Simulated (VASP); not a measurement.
# C₂H₃F₃: harmonic vibrations of a molecule

C₂H₃F₃, molecule in box, 8 atoms in the cell. RPBE, harmonic vibrations; PAW potentials C, F, H (PBE set).

## Input

INCAR.step1:
```
SYSTEM = H3C2F3
PREC = Accurate
ENCUT = 400
EDIFF = 1E-8
ISMEAR = 0
SIGMA = 0.01
ISYM = 0
LREAL = .FALSE.
LASPH = .TRUE.
NELM = 100
ALGO = Normal
LWAVE = .FALSE.
LCHARG = .FALSE.
GGA = RP
IBRION = 2
NSW = 60
ISIF = 2
EDIFFG = -0.002
POTIM = 0.5
```

INCAR.step2, as INCAR.step1 but for:
```
- IBRION = 2
- NSW = 60
- ISIF = 2
- EDIFFG = -0.002
- POTIM = 0.5
+ IBRION = 5
+ NFREE = 2
+ POTIM = 0.015
+ NSW = 1
```

KPOINTS:
```
k-points
0
Gamma
  1 1 1
```

POSCAR.step1:
```
H3C2F3
1.0
   13.0000000000      0.0000000000      0.0000000000
    0.0000000000     12.0000000000      0.0000000000
    0.0000000000      0.0000000000     13.0000000000
C F H
2 3 3
Direct
    0.4467307700      0.4813875000      0.5463000000
    0.5369615400      0.5023375000      0.4774384600
    0.6242846200      0.4613458300      0.5172538500
    0.5244692300      0.4549958300      0.3848230800
    0.5520846200      0.6115375000      0.4615769200
    0.4601000000      0.5211625000      0.6204076900
    0.4373000000      0.3919625000      0.5570461500
    0.3777153800      0.5159375000      0.5111076900
```

Commands (each step's output is kept before the next begins):
```
cat potpaw_PBE.64/C/POTCAR potpaw_PBE.64/F/POTCAR potpaw_PBE.64/H/POTCAR > POTCAR
cp INCAR.step1 INCAR
cp POSCAR.step1 POSCAR
mpirun -np 8 vasp_gam > vasp.out
cp CONTCAR POSCAR
cp INCAR.step2 INCAR
mpirun -np 8 vasp_gam > vasp.out
```

## Result

- Vibrations (cm⁻¹; a negative value is imaginary): 3090, 3090, 3006, 1441, 1441, 1378, 1222, 1152, 1152, 919, 918, 789, 568, 510, 509, 347, 345, 218
- Zero-point energy (eV): 1.370
- Translations and rotations, which should read zero (cm⁻¹): -29, -16, -6, 3, 25, 32
- Vibrational entropy at 298 K (meV/K): 0.294
- Displaced cells: 48
- Ionic steps, all stages: 64
- Electronic steps, all stages: 1250

VASP 6.6.1 took 1935 s on 8 cores (Intel Xeon Platinum 8375C @ 2.90GHz (Ice Lake)), a shared host.
